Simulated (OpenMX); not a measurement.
Runs of OpenMX 3.8.5 on Mo. The structure is cubic, space group Im-3m (No. 229). Conventional cell: a = 3.168 Å, b = 3.168 Å, c = 3.168 Å, α = 90.00°, β = 90.00°, γ = 90.00°. Mo (site symmetry m-3m) is surrounded by 8 Mo at 2.74 Å. 

```csv
task,potentials or basis,"grid points, held for all volumes",max SCF cycles,pressure (GPa),V0 of scaled cells (Å³/atom),B0 (GPa)
equation of state,"OpenMX 2013 PBE set, Mo7.0-s3p2d2f1, fixed grid of 27 × 27 × 27 points",27 × 27 × 27,-,-,15.78,265
band structure,"OpenMX 2013 PBE set, Mo7.0-s3p2d2f1, grid cutoff 400 Ry",-,100,-1.8,-,-
band structure,"OpenMX 2013 PBE set, Mo7.0-s3p2d1, grid cutoff 400 Ry",-,100,3.4,-,-
equation of state,"OpenMX 2013 PBE set, Mo7.0-s3p2d1, fixed grid of 27 × 27 × 27 points",27 × 27 × 27,-,-,(b),(a)
```

Alike in all rows: level PBE; no spin polarisation; cell as given; k mesh 13 × 13 × 13; smearing fermi-dirac 0.05 eV.

Question: Estimate the missing entries.

Answer: (a) 269; (b) 16.09.

Caveats: the basis of atomic orbitals isn't converged, which shifts pressures, moduli and gaps; volumes in these bases differ from converged ones by about 1 %, for some elements by several (some runs).
